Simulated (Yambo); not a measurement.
# GaN (F-43m) in Yambo: a series of runs

One crystal, GaN, is run at these levels: PBE; tasks: GW quasiparticle levels.

Program: Yambo 5.3.0. These are calculated values, not measurements. Logs are shortened: lines on timing, memory, paths and dates and some standing lists are left out, and cuts for length are marked.

### 1 The crystal as given

Symmetry: F-43m, No. 216, cubic system. The conventional cell has a = 4.507 Å, b = 4.507 Å, c = 4.507 Å, α = 90.00°, β = 90.00°, γ = 90.00°. Ga (site symmetry -43m) has 4 N at 1.95 Å as nearest neighbours. N (site symmetry -43m) is surrounded by 4 Ga at 1.95 Å.

The cell is a database's computed one.

### 2 GW quasiparticle levels, PBE

Input file gw0.in:

```
gw0
dyson
el_el_corr
rim_cut
HF_and_locXC
ppa
em1d
RandQpts= 1000000
RandGvec= 50 RL
EXXRLvcs= 84 Ry
VXCRLvcs= 84 Ry
Chimod= "HARTREE"
% BndsRnXp
 1 | 109 |
%
NGsBlkXp= 12 Ry
% LongDrXp
 1 | 1 | 1 |
%
PPAPntXp= 27.21138 eV
% GbndRnge
 1 | 109 |
%
GTermKind= "BG"
DysSolver= "n"
ExtendOut
% QPkrange
 1 | 8 | 7 | 13 |
%
```

Input file scf.in:

```
&CONTROL
  calculation = 'scf'
  prefix = 'pwscf'
  outdir = './tmp'
  pseudo_dir = './pseudo'
/
&SYSTEM
  ibrav = 0
  nat = 2
  ntyp = 2
  ecutwfc = 84
  nbnd = 15
  occupations = 'smearing'
  smearing = 'fd'
  degauss = 0.00367493
  force_symmorphic = .true.
/
&ELECTRONS
  conv_thr = 4d-10
  electron_maxstep = 120
  mixing_beta = 0.5
/
ATOMIC_SPECIES
Ga    69.7230 Ga.upf
N     14.0070 N.upf
CELL_PARAMETERS angstrom
   0.0000000000    2.2535006075    2.2535006075
   2.2535006075    0.0000000000    2.2535006075
   2.2535006075    2.2535006075    0.0000000000
ATOMIC_POSITIONS crystal
Ga     0.0000000000    0.0000000000    0.0000000000
N      0.2500000000    0.2500000000    0.2500000000
K_POINTS automatic
10 10 10 0 0 0
```

Input file nscf.in:

```
&CONTROL
  calculation = 'nscf'
  prefix = 'pwscf'
  outdir = './tmp'
  pseudo_dir = './pseudo'
/
&SYSTEM
  ibrav = 0
  nat = 2
  ntyp = 2
  ecutwfc = 84
  nbnd = 109
  occupations = 'fixed'
  force_symmorphic = .true.
/
&ELECTRONS
  conv_thr = 1d-08
  diago_full_acc = .true.
  diago_thr_init = 1d-06
/
ATOMIC_SPECIES
Ga    69.7230 Ga.upf
N     14.0070 N.upf
CELL_PARAMETERS angstrom
   0.0000000000    2.2535006075    2.2535006075
   2.2535006075    0.0000000000    2.2535006075
   2.2535006075    2.2535006075    0.0000000000
ATOMIC_POSITIONS crystal
Ga     0.0000000000    0.0000000000    0.0000000000
N      0.2500000000    0.2500000000    0.2500000000
K_POINTS automatic
4 4 4 0 0 0
```

Input file gw0_1.in:

```
gw0
dyson
el_el_corr
rim_cut
HF_and_locXC
ppa
em1d
RandQpts= 1000000
RandGvec= 50 RL
EXXRLvcs= 84 Ry
VXCRLvcs= 84 Ry
Chimod= "HARTREE"
% BndsRnXp
 1 | 109 |
%
NGsBlkXp= 12 Ry
% LongDrXp
 1 | 1 | 1 |
%
PPAPntXp= 27.21138 eV
% GbndRnge
 1 | 109 |
%
GTermKind= "BG"
DysSolver= "n"
ExtendOut
% QPkrange
 1 | 8 | 7 | 13 |
%
GfnQPdb= "E < gw0/ndb.QP"
```

Input file gw0_2.in:

```
gw0
dyson
el_el_corr
rim_cut
HF_and_locXC
ppa
em1d
RandQpts= 1000000
RandGvec= 50 RL
EXXRLvcs= 84 Ry
VXCRLvcs= 84 Ry
Chimod= "HARTREE"
% BndsRnXp
 1 | 109 |
%
NGsBlkXp= 12 Ry
% LongDrXp
 1 | 1 | 1 |
%
PPAPntXp= 27.21138 eV
% GbndRnge
 1 | 109 |
%
GTermKind= "BG"
DysSolver= "n"
ExtendOut
% QPkrange
 1 | 8 | 7 | 13 |
%
GfnQPdb= "E < gw0_1/ndb.QP"
```

Potentials or basis: PseudoDojo 0.4.1 SR PBE standard.

Launch:

```sh
$ OMP_NUM_THREADS=1 pw.x -in scf.in > scf.out
$ OMP_NUM_THREADS=1 pw.x -in nscf.in > nscf.out
$ cd tmp/pwscf.save; p2y; mv SAVE ../..; cd ../..
$ OMP_NUM_THREADS=1 yambo
$ OMP_NUM_THREADS=1 yambo -F gw0.in -J gw0 -C gw0_out
$ mkdir -p gw0_1; ln -s $PWD/gw0/ndb.pp* gw0_1/
$ OMP_NUM_THREADS=1 yambo -F gw0_1.in -J gw0_1 -C gw0_1_out
$ # levels in gw0_1/ndb.QP reset to Eo + Z (Sx + Sc(Eo) - Vxc - shift), the shift holding the valence top or Fermi level at zero
$ mkdir -p gw0_2; ln -s $PWD/gw0/ndb.pp* gw0_2/
$ OMP_NUM_THREADS=1 yambo -F gw0_2.in -J gw0_2 -C gw0_2_out
$ # levels in gw0_2/ndb.QP reset to Eo + Z (Sx + Sc(Eo) - Vxc - shift), the shift holding the valence top or Fermi level at zero
```

Yambo's report:

```text
[... sections 02.01 to 02.04 as in the set-up run ...]

  [02.05] Energies & Occupations
  ==============================

  [X] === General ===
  [X] Electronic Temperature                        :  0.000000  0.000000 [eV K]
  [X] Bosonic    Temperature                        :  0.000000  0.000000 [eV K]
  [X] Finite Temperature mode                       : no
  [X] El. density                                   :  0.78645E+24 [cm-3]
  [X] Fermi Level                                   :  10.58998 [eV]

  [X] === Gaps and Widths ===
  [X] Conduction Band Min                           :  1.758635 [eV]
  [X] Valence Band Max                              :  0.000000 [eV]
  [X] Filled Bands                                  :   9
  [X] Empty Bands                                   :   10  109
  [X] Direct Gap                                    :  1.758635 [eV]
  [X] Direct Gap localized at k                     :  1
  [X] Indirect Gap                                  :  1.758635 [eV]
  [X] Indirect Gap between kpts                     :  1  1
  [X] Last valence band width                       :  3.622282 [eV]
  [X] 1st conduction band width                     :  4.727423 [eV]

 [03] Transferred momenta grid and indexing
 ==========================================

 IBZ Q-points                                      :   8
 BZ  Q-points                                      :   64

 K/Q-points units:
 rlu = crystal or reduced units; cc = cartesian coordinates; iku = interal k-units

 Q [1]          [rlu]:  0.000000  0.000000  0.000000
 Q [2]          [rlu]:  0.10757E-16  0.10757E-16  0.25000
 Q [3]          [rlu]: -0.21514E-16 -0.21514E-16 -0.50000
 Q [4]          [rlu]:  0.42797E-17  0.25000      0.25000
 Q [5]          [rlu]:  0.27370E-17  0.25000      0.50000
 Q [6]          [rlu]: -0.21514E-16  0.25000     -0.25000
 Q [7]          [rlu]: -0.85595E-17 -0.50000     -0.50000
 Q [8]          [rlu]:  0.250000 -0.500000 -0.250000

 [04] Coloumb potential Random Integration (RIM)
 ===============================================

  [04.01] RIM initialization
  ==========================

  * Diagonal components only detected *

  8 x (sBL volume)        :  0.200747 [a.u.]
  sBZ random points       :  1000000
  Points outside the sBZ  :   7999624
  RL volume               :  1.605979 [a.u.]
  Integrated volume       :  1.606055 [a.u.]

  [04.02] RIM integrals
  =====================

  Gamma point sphere radius             :  0.106210 [a.u.]
  Points outside the sphere             :   799635
  [Int_sBZ(q=0) 1/q^2]*(Vol_sBZ)^(-1/3) =:  7.763403
                                 should be <:  7.795600
  [WR./gw0//ndb.RIM]--------------------------------------------------------------
   Brillouin Zone Q/K grids (IBZ/BZ)                :    8   64    8   64
   Coulomb cutoff potential                         : none
   Coulombian RL components                         :   51
   Coulombian diagonal components                   : yes
   RIM random points                                :  1000000
   RIM  RL volume             [a.u.]                :  1.606055
   Real RL volume             [a.u.]                :  1.605979
   Eps^-1 reference component                       : 0
   Eps^-1 components                                :  0.000000  0.000000  0.000000
   RIM anysotropy factor                            :  0.000000

  Summary of Coulomb integrals for non-metallic bands |Q|[au] RIM/Bare

  Q [1] 0.100000E-4 0.995870 * Q [2] 0.319443 1.065375
  Q [4] 0.368862 1.063960 * Q [6] 0.521649 1.025361
[... 216 lines left out ...]
   :: Time ordering fails/rest    :  0.499773
   :: Mean rel dev of PP cond     :  0.412512
   Current Q-pt index             :  3
   :: PP condition fails/total    :  0.410571
   :: Time ordering fails/rest    :  0.500226
   :: Mean rel dev of PP cond     :  0.410583
   Current Q-pt index             :   4
[... 5 lines left out ...]
   :: Time ordering fails/rest    :  0.499319
   :: Mean rel dev of PP cond     :  0.413471
   Current Q-pt index             :   6
   :: PP condition fails/total    :  0.415685
   :: Time ordering fails/rest    :  0.499316
   :: Mean rel dev of PP cond     :  0.415702
   Current Q-pt index             :   7
   :: PP condition fails/total    :  0.409718
   :: Time ordering fails/rest    :  0.499684
   :: Mean rel dev of PP cond     :  0.409733
   Current Q-pt index             :   8
   :: PP condition fails/total    :  0.396292
   :: Time ordering fails/rest    :  0.499868
   :: Mean rel dev of PP cond     :  0.396310

  [08.02] QP properties and I/O
  =============================

  Legend (energies in eV)
  - B  : Band       - Eo  : bare energy
  - E  : QP energy  - Z   : Renormalization factor
  - So : Sc(Eo)     - S   : Sc(E)
  - dSp: Sc derivative precision

  - lXC: Local XC (Perdew, Burke & Ernzerhof(X)+Perdew, Burke & Ernzerhof(C))
  -nlXC: non-Local XC (Hartree-Fock)

  QP [eV] @ K [1] (iku):  0.000000  0.000000  0.000000
   B=7 Eo= -0.00 E= -0.27 E-Eo= -0.27 Re(Z)=0.79 Im(Z)=-0.116857E-2 nlXC= -21.3395 lXC= -18.3220 So=  2.67976
   B=8 Eo= -0.00 E= -0.27 E-Eo= -0.27 Re(Z)=0.79 Im(Z)=-0.116865E-2 nlXC= -21.3396 lXC= -18.3220 So=  2.68017
   B=9 Eo=  0.00 E= -0.27 E-Eo= -0.27 Re(Z)=0.79 Im(Z)=-0.116854E-2 nlXC= -21.3395 lXC= -18.3220 So=  2.67193
   B=10 Eo=  1.76 E=  1.95 E-Eo=  0.19 Re(Z)=0.81 Im(Z)=-0.984969E-3 nlXC= -9.75256 lXC= -13.9223 So= -3.93349
   B=11 Eo= 10.36 E= 10.24 E-Eo= -0.11 Re(Z)=0.83 Im(Z)=-0.464833E-3 nlXC= -7.19901 lXC= -11.9777 So= -4.91623
   B=12 Eo= 10.36 E= 10.24 E-Eo= -0.11 Re(Z)=0.82 Im(Z)=  0.02219 nlXC= -7.19900 lXC=-11.97768 So= -4.91700
   B=13 Eo= 10.36 E= 10.24 E-Eo= -0.11 Re(Z)=0.82 Im(Z)=  0.02398 nlXC= -7.19900 lXC=-11.97768 So= -4.91645
[... 19 lines left out ...]
  QP [eV] @ K [4] (iku):  0.250000  0.000000  0.000000
   B=7 Eo= -3.42 E= -4.05 E-Eo= -0.63 Re(Z)=0.78 Im(Z)=-0.228980E-2 nlXC= -20.6633 lXC= -16.6754 So=  3.18219
   B=8 Eo= -1.48 E= -2.15 E-Eo= -0.67 Re(Z)=0.79 Im(Z)=-0.128880E-2 nlXC= -20.6103 lXC= -16.7599 So=  2.99760
   B=9 Eo= -1.48 E= -2.14 E-Eo= -0.66 Re(Z)=0.79 Im(Z)=-0.128887E-2 nlXC= -20.6103 lXC= -16.7599 So=  3.01417
   B=10 Eo=  4.60 E=  4.96 E-Eo=  0.36 Re(Z)=0.81 Im(Z)=-0.106730E-2 nlXC= -9.03346 lXC= -13.7066 So= -4.23379
   B=11 Eo=  7.43 E=  7.65 E-Eo=  0.22 Re(Z)=0.83 Im(Z)= 0.351259E-2 nlXC= -8.03027 lXC= -13.1815 So= -4.88479
   B=12 Eo= 11.64 E= 12.24 E-Eo=  0.60 Re(Z)=0.84 Im(Z)= -0.03721 nlXC= -4.63053 lXC=-10.64976 So= -5.29655
   B=13 Eo= 12.02 E= 12.28 E-Eo=  0.26 Re(Z)=0.81 Im(Z)=  0.07143 nlXC= -7.30240 lXC=-13.25905 So= -5.63991

  QP [eV] @ K [5] (iku): -0.125000 -0.375000  0.375000
   B=7 Eo= -5.93 E= -7.08 E-Eo= -1.14 Re(Z)=0.76 Im(Z)=  0.09710 nlXC=-19.94794 lXC=-14.58041 So=  3.85870
   B=8 Eo= -3.10 E= -3.98 E-Eo= -0.88 Re(Z)=0.78 Im(Z)=-0.233702E-2 nlXC= -19.7745 lXC= -15.4455 So=  3.20274
   B=9 Eo= -1.90 E= -2.68 E-Eo= -0.78 Re(Z)=0.79 Im(Z)=-0.132230E-2 nlXC= -20.5183 lXC= -16.3854 So=  3.13797
   B=10 Eo=  5.41 E=  5.80 E-Eo=  0.39 Re(Z)=0.82 Im(Z)=-0.396218E-3 nlXC= -7.33424 lXC= -12.2654 So= -4.46003
   B=11 Eo=  7.69 E=  8.34 E-Eo=  0.65 Re(Z)=0.79 Im(Z)=-0.142083E-1 nlXC= -9.35457 lXC= -15.3235 So= -5.14930
   B=12 Eo= 10.37 E= 10.95 E-Eo=  0.58 Re(Z)=0.89 Im(Z)= -0.05803 nlXC= -6.86681 lXC=-12.99219 So= -5.47884
   B=13 Eo= 12.22 E= 12.61 E-Eo=  0.40 Re(Z)=0.78 Im(Z)=-0.988593E-2 nlXC= -6.89359 lXC= -13.1027 So= -5.70130

  QP [eV] @ K [6] (iku):  0.000000 -0.250000  0.250000
   B=7 Eo= -5.31 E= -6.29 E-Eo= -0.98 Re(Z)=0.75 Im(Z)=-0.572021E-2 nlXC= -20.2236 lXC= -15.1712 So=  3.73768
   B=8 Eo= -3.25 E= -4.18 E-Eo= -0.93 Re(Z)=0.79 Im(Z)= -0.02211 nlXC=-19.64775 lXC=-15.23415 So=  3.23627
   B=9 Eo= -1.02 E= -1.60 E-Eo= -0.58 Re(Z)=0.79 Im(Z)=-0.122844E-2 nlXC= -20.9073 lXC= -17.2440 So=  2.93413
   B=10 Eo=  6.49 E=  6.95 E-Eo=  0.47 Re(Z)=0.80 Im(Z)=-0.368120E-2 nlXC= -9.59179 lXC= -15.1167 So= -4.93985
   B=11 Eo=  7.54 E=  8.10 E-Eo=  0.56 Re(Z)=0.82 Im(Z)=-0.421114E-2 nlXC= -6.88428 lXC= -12.4190 So= -4.85651
   B=12 Eo=  9.54 E= 10.01 E-Eo=  0.47 Re(Z)=0.81 Im(Z)= 0.123452E-1 nlXC= -7.49451 lXC= -13.3391 So= -5.26723
   B=13 Eo= 11.50 E= 11.75 E-Eo=  0.24 Re(Z)=0.81 Im(Z)=-0.187720E-2 nlXC= -6.82893 lXC= -12.5197 So= -5.38937
[... 10 lines left out ...]
  QP [eV] @ K [8] (iku): -0.500000  0.250000  0.000000
   B=7 Eo= -5.68 E= -6.84 E-Eo= -1.16 Re(Z)=0.75 Im(Z)= 0.102621E-1 nlXC= -20.1178 lXC= -14.7905 So=  3.77184
   B=8 Eo= -3.68 E= -4.57 E-Eo= -0.88 Re(Z)=0.78 Im(Z)=-0.358282E-2 nlXC= -19.7359 lXC= -15.1591 So=  3.44530
   B=9 Eo= -3.62 E= -4.72 E-Eo= -1.09 Re(Z)=0.78 Im(Z)=-0.498925E-2 nlXC= -18.8165 lXC= -14.1870 So=  3.22359
   B=10 Eo=  6.24 E=  6.98 E-Eo=  0.74 Re(Z)=0.82 Im(Z)=-0.116940E-2 nlXC= -7.96837 lXC= -13.3334 So= -4.46023
   B=11 Eo=  8.40 E=  9.12 E-Eo=  0.72 Re(Z)=0.79 Im(Z)=-0.158232E-2 nlXC= -10.2316 lXC= -16.6696 So= -5.52430
   B=12 Eo= 10.30 E= 10.44 E-Eo=  0.14 Re(Z)=0.79 Im(Z)=  0.01562 nlXC= -6.59035 lXC=-12.15425 So= -5.39224
   B=13 Eo= 11.14 E= 11.82 E-Eo=  0.69 Re(Z)=0.82 Im(Z)= -0.04457 nlXC= -5.97518 lXC=-12.27146 So= -5.45612

  [WR./gw0//ndb.QP]---------------------------------------------------------------
   Lattice constants                                :  4.258499  4.258499  4.258499
   Coulomb cutoff potential                         : none
   Electronic Temperature                           :  0.000000 [K]
   Bosonic    Temperature                           :  0.000000 [K]
   Green`s function   energies                      : Perdew, Burke & Ernzerhof(X)+Perdew, Burke & Ernzerhof(C)
   wavefunctions                                    : Perdew, Burke & Ernzerhof(X)+Perdew, Burke & Ernzerhof(C)
   PPA    diel. fun.  energies                      : Perdew, Burke & Ernzerhof(X)+Perdew, Burke & Ernzerhof(C)
   wavefunctions                                    : Perdew, Burke & Ernzerhof(X)+Perdew, Burke & Ernzerhof(C)
   QP tot states                                    :   56
   GW solver                                        : Newton
   GW approximation                                 : PPA
   PPA imaginary Energy                             :  27.21138 ev
   RIM G`s                                          :   51
   RIM random pts                                   :  1000000
   dS/dw steps                                      :  2
   dS/dw step                                       :  0.100000 ev
   X G`s                                            :  137 used
   X G`s                                            :  137 disk
   X bands                                          :    1  109
   X poles                                          :  100.0000 o/o
   X e/h E range                                    : -1.000000 -1.000000 ev
   X Hxc Kernel                                     : HARTREE
   X BZ energy Double Grid                          : no
   X Optical Averaged directions                    : none
   Sc/G bands                                       :    1  109
   Sc/G damping                                     :  0.100000 ev
   Sc bands terminator                              : yes
   Sc terminator kind                               : BG
   Sc Terminator pole                               :  40.81708
   Sx RL components                                 :  2085

   QP @ state[ 1 ] K range                          :   1   8
   QP @ state[ 1 ] b range                          :   7  13
   GF energies kind                                 : Perdew, Burke & Ernzerhof(X)+Perdew, Burke & Ernzerhof(C)
   GF WF`s kind                                     : Perdew, Burke & Ernzerhof(X)+Perdew, Burke & Ernzerhof(C)
   Xs energies kind                                 : Perdew, Burke & Ernzerhof(X)+Perdew, Burke & Ernzerhof(C)
   Xs WF`s kind                                     : Perdew, Burke & Ernzerhof(X)+Perdew, Burke & Ernzerhof(C)
```

What came out:

```yaml
Band_gap_on_the_k_mesh_mean-field_level: 1.76 eV, direct
Quasiparticle_gap: 2.32 eV
Least_direct_quasiparticle_gap: 2.32 eV
Quasiparticle_gap_at_Γ: 2.32 eV
Band_gap_of_the_same_states_before_the_correction: 1.76 eV
```

Quasiparticle terms (eV):
```
               k point  band  Kohn-Sham level     Vxc      Σx     Σc     Z  result
 (0.000, 0.000, 0.000)     7             0.00  -18.32  -21.34   2.64  0.80    0.00
 (0.000, 0.000, 0.000)     8             0.00  -18.32  -21.34   2.64  0.80    0.00
 (0.000, 0.000, 0.000)     9             0.00  -18.32  -21.34   2.63  0.80   -0.01
 (0.000, 0.000, 0.000)    10             1.76  -13.92   -9.75  -3.86  0.82    2.32
 (0.000, 0.000, 0.000)    11            10.36  -11.98   -7.20  -4.83  0.84   10.63
 (0.000, 0.000, 0.000)    12            10.36  -11.98   -7.20  -4.83  0.84   10.63
 (0.000, 0.000, 0.000)    13            10.36  -11.98   -7.20  -4.83  0.84   10.63
 (0.000, 0.000, 0.250)     7            -3.85  -15.88  -20.18   3.19  0.77   -4.41
 (0.000, 0.000, 0.250)     8            -0.52  -17.76  -21.12   2.76  0.80   -0.70
 (0.000, 0.000, 0.250)     9            -0.52  -17.76  -21.12   2.75  0.80   -0.70
 (0.000, 0.000, 0.250)    10             4.09  -14.26   -9.62  -4.19  0.82    4.77
 (0.000, 0.000, 0.250)    11             8.81  -13.40   -7.72  -5.02  0.82    9.65
 (0.000, 0.000, 0.250)    12            10.81  -12.20   -7.01  -4.98  0.84   11.30
 (0.000, 0.000, 0.250)    13            10.81  -12.20   -7.01  -4.98  0.84   11.30
(0.000, 0.000, -0.500)     7            -7.02  -13.45  -19.31   3.95  0.77   -8.20
(0.000, 0.000, -0.500)     8            -0.96  -17.33  -21.01   2.87  0.80   -1.30
(0.000, 0.000, -0.500)     9            -0.96  -17.33  -21.01   2.87  0.80   -1.31
(0.000, 0.000, -0.500)    10             4.67  -13.33   -8.55  -4.45  0.83    5.25
(0.000, 0.000, -0.500)    11             8.74  -14.52   -7.86  -5.39  0.79   10.04
(0.000, 0.000, -0.500)    12            10.40  -11.85   -6.53  -4.88  0.75   11.01
```

Caveat: the k mesh is coarse (spacing up to 0.60 Å⁻¹), so the values aren't converged; the potentials hold a filled d shell without the s and p states of that shell, which can shift GW gaps by tenths of an eV, either way; between passes the levels were reset to the linearisation about the Kohn-Sham level, since this version mixes two points of expansion; the levels printed in its table differ; this version prints the column dSc/dw multiplied by 27.2; the terminator is approximate in this version, by hundredths of an eV.

(Continued in part 2 of 2.)
